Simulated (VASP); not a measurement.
# KCl in VASP: one cell, several levels of theory, part 2 of 2

The system is zincblende KCl, a generated structure that needn't be the ground state.

VASP 6.6.1, plane waves, PAW. The steps go on from the part before.

**3. r2SCAN at this geometry**

File INCAR:

```
ENCUT = 520.000000
SIGMA = 0.010000
EDIFF = 1.00e-07
ALGO = Normal
METAGGA = R2SCAN
PREC = Accurate
IBRION = -1
ISIF = 2
ISMEAR = 0
NBANDS = 15
NELM = 120
NSW = 0
LASPH = .TRUE.
LCHARG = .TRUE.
LELF = .TRUE.
LWAVE = .FALSE.
LREAL = .FALSE.
```

File KPOINTS:

```
KPOINTS created by Atomic Simulation Environment
0
Gamma
6 6 6
0 0 0
```

File KPOINTS_OPT:

```
special points
7
Reciprocal
0.0000000000 0.0000000000 0.0000000000 1
-0.5000000000 -0.5000000000 0.0000000000 1
-0.3750000000 -0.3750000000 0.2500000000 1
-0.3750000000 0.0000000000 0.3750000000 1
0.0000000000 0.0000000000 0.5000000000 1
-0.5000000000 -0.2500000000 0.2500000000 1
0.0000000000 0.5000000000 0.5000000000 1
```

File POSCAR:

```
K  Cl
 1.0000000000000000
    -0.0116909428000000    3.4955918876999998    3.4955918876999998
     3.4955918876999998   -0.0116909428000000    3.4955918876999998
     3.4955918876999998    3.4955918876999998   -0.0116909428000000
 K   Cl
   1   1
Cartesian
 -0.0015126629294880 -0.0015126629294880 -0.0015126629294880
  1.7463858710794884  1.7463858710794884  1.7463858710794884
```

The run is started by

```sh
> mpirun -np 1 vasp_std
```

Printed to the terminal (iteration lines stand in OSZICAR):

```text
POSCAR found type information on POSCAR K Cl
 POSCAR found :  2 types and       2 ions
 -----------------------------------------------------------------------------
|                                                                             |
|                                                                             |
|     You enforced a specific xc type in the INCAR file but a different       |
|     I HOPE YOU KNOW WHAT YOU ARE DOING!                                     |
|                                                                             |
 -----------------------------------------------------------------------------

 LDA part: xc-table for (None), standard interpolation
 POSCAR, INCAR and KPOINTS ok, starting setup
 FFT: planning ... GRIDC
 FFT: planning ... GRID_SOFT
 FFT: planning ... GRID
 WAVECAR not read
 entering main loop
 Start KPOINTS_OPT (optional k-point list driver)
k-point batch [1-7\7]
```

OSZICAR:

```text
N       E                     dE             d eps       ncg     rms          rms(c)
DAV:   1     0.906148003581E+02    0.90615E+02   -0.68050E+03   960   0.935E+02
DAV:   2    -0.123550778924E+02   -0.10297E+03   -0.94533E+02  1284   0.232E+02
DAV:   3    -0.202904882078E+02   -0.79354E+01   -0.78873E+01  1345   0.564E+01
DAV:   4    -0.206576080386E+02   -0.36712E+00   -0.36698E+00  1582   0.110E+01
DAV:   5    -0.206600498490E+02   -0.24418E-02   -0.24418E-02  1359   0.110E+00    0.340E+00
DAV:   6    -0.162280803964E+02    0.44320E+01   -0.13076E+00  1198   0.948E+00    0.263E+00
DAV:   7    -0.161787939612E+02    0.49286E-01   -0.32633E-01  1366   0.319E+00    0.161E+00
DAV:   8    -0.162039426040E+02   -0.25149E-01   -0.16310E-02  1030   0.106E+00    0.586E-01
DAV:   9    -0.162189788934E+02   -0.15036E-01   -0.96618E-03  1051   0.774E-01    0.244E-01
DAV:  10    -0.162210852820E+02   -0.21064E-02   -0.17487E-03  1289   0.236E-01    0.706E-02
DAV:  11    -0.162217032519E+02   -0.61797E-03   -0.59672E-04  1009   0.198E-01    0.153E-02
DAV:  12    -0.162217316129E+02   -0.28361E-04   -0.45613E-05  1268   0.465E-02    0.768E-03
DAV:  13    -0.162217334306E+02   -0.18177E-05   -0.16143E-06  1167   0.909E-03    0.183E-03
DAV:  14    -0.162217331993E+02    0.23132E-06   -0.43238E-07  1282   0.452E-03    0.237E-03
DAV:  15    -0.162217333175E+02   -0.11827E-06   -0.63339E-08   935   0.171E-03    0.573E-04
DAV:  16    -0.162217333895E+02   -0.71929E-07   -0.20775E-08   802   0.832E-04
   1 F= -.16221733E+02 E0= -.16221733E+02  d E =-.714754E-67
       N       E                     dE             ncg
DAV:   1     0.412488689002E+02   -0.37222E+04      210
DAV:   2    -0.661756524022E+03   -0.70301E+03      273
DAV:   3    -0.711097444291E+03   -0.49341E+02      294
DAV:   4    -0.713652852461E+03   -0.25554E+01      338
DAV:   5    -0.713669514198E+03   -0.16662E-01      287
DAV:   6    -0.713669955979E+03   -0.44178E-03      314
DAV:   7    -0.713669960061E+03   -0.40822E-05      303
DAV:   8    -0.713669960201E+03   -0.13945E-06      281
DAV:   9    -0.713669960205E+03   -0.38608E-08      238
```

From OUTCAR:

```text
k-points           NKPTS =     32   k-points in BZ     NKDIM =     32   number of bands    NBANDS=     15

   NELECT =      16.0000    total number of electrons

   dimension x,y,z NGX =    40 NGY =   40 NGZ =   40
   dimension x,y,z NGXF=    80 NGYF=   80 NGZF=   80

  energy-cutoff  :      520.00
  volume of cell :       85.85
      direct lattice vectors                 reciprocal lattice vectors
    -0.011690943  3.495591888  3.495591888    -0.142321707  0.142799297  0.142799297
     3.495591888 -0.011690943  3.495591888     0.142799297 -0.142321707  0.142799297
     3.495591888  3.495591888 -0.011690943     0.142799297  0.142799297 -0.142321707

 k-points in reciprocal lattice and weights: KPOINTS created by Atomic Simulation Env
   0.00000000  0.00000000  0.00000000       0.005
   0.16666667  0.00000000  0.00000000       0.028
   0.33333333  0.00000000  0.00000000       0.028
   0.50000000  0.00000000  0.00000000       0.014
   0.16666667  0.16666667  0.00000000       0.028
   0.33333333  0.16666667  0.00000000       0.056
   0.50000000  0.16666667  0.00000000       0.056
  -0.33333333  0.16666667  0.00000000       0.056
[... 24 more k-points ...]

 E-fermi :  -3.4606

 k-point     1 :       0.0000    0.0000    0.0000
  band No.  band energies     occupation
      1     -31.9171      2.00000
      2     -15.8804      2.00000
      3     -14.6404      2.00000
      4     -14.6399      2.00000
      5     -14.6399      2.00000
      6      -3.6236      2.00000
      7      -3.6236      2.00000
      8      -3.6181      2.00000
      9       1.7777      0.00000
     10       6.5645      0.00000
     11       6.5645      0.00000
     12       7.5789      0.00000
     13       7.5789      0.00000
     14       7.5814      0.00000
     15       8.7346      0.00000

 k-point     2 :       0.1667    0.0000    0.0000
  band No.  band energies     occupation
      1     -31.9164      2.00000
      2     -15.9267      2.00000
      3     -14.6431      2.00000
      4     -14.6426      2.00000
      5     -14.5885      2.00000
      6      -3.7126      2.00000
      7      -3.6157      2.00000
      8      -3.6113      2.00000
      9       2.2061      0.00000
     10       6.2606      0.00000
     11       6.2748      0.00000
     12       7.1542      0.00000
     13       7.8918      0.00000
     14       8.0384      0.00000
     15       8.0479      0.00000

 k-point     3 :       0.3333    0.0000    0.0000
  band No.  band energies     occupation
      1     -31.9149      2.00000
      2     -16.0091      2.00000
      3     -14.6485      2.00000
      4     -14.6478      2.00000
      5     -14.4963      2.00000
      6      -3.8571      2.00000
      7      -3.6006      2.00000
      8      -3.5973      2.00000
      9       3.2021      0.00000
     10       5.7476      0.00000
     11       6.0699      0.00000
     12       6.1032      0.00000
     13       7.7840      0.00000
     14       7.8932      0.00000
     15       7.9234      0.00000

 k-point     4 :       0.5000    0.0000    0.0000
  band No.  band energies     occupation
      1     -31.9141      2.00000
      2     -16.0464      2.00000
      3     -14.6511      2.00000
      4     -14.6504      2.00000
      5     -14.4544      2.00000
      6      -3.9153      2.00000
      7      -3.5934      2.00000
      8      -3.5906      2.00000
      9       4.2191      0.00000
     10       4.5330      0.00000
     11       6.0742      0.00000
     12       6.1190      0.00000
     13       7.6610      0.00000
     14       7.6822      0.00000
     15       8.4092      0.00000

 k-point     5 :       0.1667    0.1667    0.0000
  band No.  band energies     occupation
      1     -31.9161      2.00000
      2     -15.9411      2.00000
      3     -14.6468      2.00000
      4     -14.6465      2.00000
      5     -14.5666      2.00000
      6      -3.7357      2.00000
      7      -3.6150      2.00000
      8      -3.6111      2.00000
      9       2.3446      0.00000
     10       5.5909      0.00000
     11       6.8141      0.00000
     12       7.6728      0.00000
     13       7.8315      0.00000
     14       7.8371      0.00000
     15       8.2923      0.00000

 k-point     6 :       0.3333    0.1667    0.0000
  band No.  band energies     occupation
      1     -31.9149      2.00000
      2     -16.0083      2.00000
      3     -14.6544      2.00000
      4     -14.6526      2.00000
      5     -14.4861      2.00000
      6      -3.8376      2.00000
      7      -3.6188      2.00000
      8      -3.5991      2.00000
      9       3.1092      0.00000
     10       5.1466      0.00000
     11       6.6368      0.00000
     12       6.7241      0.00000
     13       7.8301      0.00000
     14       7.8867      0.00000
     15       8.2159      0.00000

 k-point     7 :       0.5000    0.1667    0.0000
  band No.  band energies     occupation
      1     -31.9139      2.00000
      2     -16.0568      2.00000
      3     -14.6641      2.00000
      4     -14.6547      2.00000
      5     -14.4268      2.00000
      6      -3.8795      2.00000
      7      -3.6463      2.00000
      8      -3.5888      2.00000
      9       3.9580      0.00000
     10       4.7632      0.00000
     11       6.0267      0.00000
     12       6.3650      0.00000
     13       7.8007      0.00000
     14       8.0575      0.00000
     15       8.3402      0.00000

 k-point     8 :      -0.3333    0.1667    0.0000
  band No.  band energies     occupation
      1     -31.9141      2.00000
      2     -16.0450      2.00000
      3     -14.6654      2.00000
      4     -14.6510      2.00000
      5     -14.4408      2.00000
      6      -3.8549      2.00000
      7      -3.6570      2.00000
      8      -3.5898      2.00000
      9       3.7035      0.00000
     10       5.1387      0.00000
     11       5.9614      0.00000
     12       6.1746      0.00000
     13       8.0401      0.00000
     14       8.0779      0.00000
     15       8.1360      0.00000

[... the tables of k-points 9 to 32 left out ...]

  Total        0.0278625      0.0278625      0.0278625      0.0112027      0.0112027      0.0112027
  in kB        0.5199548      0.5199548      0.5199548      0.2090580      0.2090580      0.2090580
  external PRESSURE =       0.5199548 kB  Pullay stress =       0.0000000 kB

 POSITION                                       TOTAL-FORCE (eV/Angst)
 -----------------------------------------------------------------------------------
      6.97798      6.97798      6.97798        -0.004085     -0.004085     -0.004085
      1.74639      1.74639      1.74639         0.004085      0.004085      0.004085
 -----------------------------------------------------------------------------------
    total drift:                               -0.000063     -0.000063     -0.000063

  FREE ENERGIE OF THE ION-ELECTRON SYSTEM (eV)
  ---------------------------------------------------
  free  energy   TOTEN  =       -16.2217333895 eV

  energy  without entropy=      -16.2217333895  energy(sigma->0) =      -16.22173339
```

Run time: 3.5 min. Hardware: 1 MPI rank of Intel Xeon Platinum 8488C, shared host; peak memory 0.27 GiB.

The levels at the points of KPOINTS_OPT are read from vasprun.xml.

Near the gap, in eV above the top of the last filled band v; c is the band after it:

```tsv
point	v−1	v	c	c+1
Γ	-0.04	-0.04	5.36	10.15
X	0.00	0.00	7.17	8.29
U	-0.11	0.00	7.37	8.34
K	-0.11	0.00	7.37	8.34
L	-0.01	-0.01	7.80	8.11
W	-0.18	-0.01	7.38	8.29
```

r2SCAN gives an indirect gap of 5.36 eV, from X to Γ; the least direct gap is 5.40 eV. The pressure is 0.05 GPa; the forces vanish within 0.01 eV/Å.

Axes a, b and c in the maps are those of this run's conventional cell (a, b, c = 4.960, 4.960, 12.089 Å).

Density in a lattice plane of the grid's cell (edges 4.96 and 12.09 Å, at 0.333 of the third edge), which holds K and Cl.

Ten even steps from '0' (0.00 e/Å³) to '9' (4.10 e/Å³):
```
0000000000
0000000000
0000000000
0000000000
0000000000
0000000000
0000002210
0000023230
0000014320
0000001100
0000000000
0000002200
0000028940
0000017830
0000000000
0000000000
0000000000
0000000000
0000000000
0000000000
```
Columns run along the first of these edges and rows up along the second, over one cell in 10 and 20 even steps from the bottom left corner. Atoms in the plane (fractional): K at (0.67, 0.33), Cl at (0.67, 0.58).

ELF in the same plane.

Ten even steps from '0' (0.00) to '9' (0.88):
```
1111100000
3554200001
3554100001
0110000000
0000001100
0010057761
0010399996
2000797598
4002799898
2001589986
0000000000
0000058971
0230197595
0562088892
3775028840
4665100000
1221000000
0000000000
0000000000
0000000000
```
Columns run along the first of these edges and rows up along the second, over one cell in 10 and 20 even steps from the bottom left corner. Atoms in the plane (fractional): K at (0.67, 0.33), Cl at (0.67, 0.58).

Both are smooth fields of the valence electrons: close to the nuclei they are not physical.

Maxima of ELF outside the ion cores: 0.88 in the shell around Cl, 0.8 Å from Cl.

**4. Summary**

The summary covers parts 1 to 2.

| level | gap (eV) | pressure (GPa) |
| --- | --- | --- |
| PBE | 4.78 | 0.36 |
| r2SCAN | 5.36 | 0.05 |

The gap spans 4.78 eV (PBE) to 5.36 eV (r2SCAN).
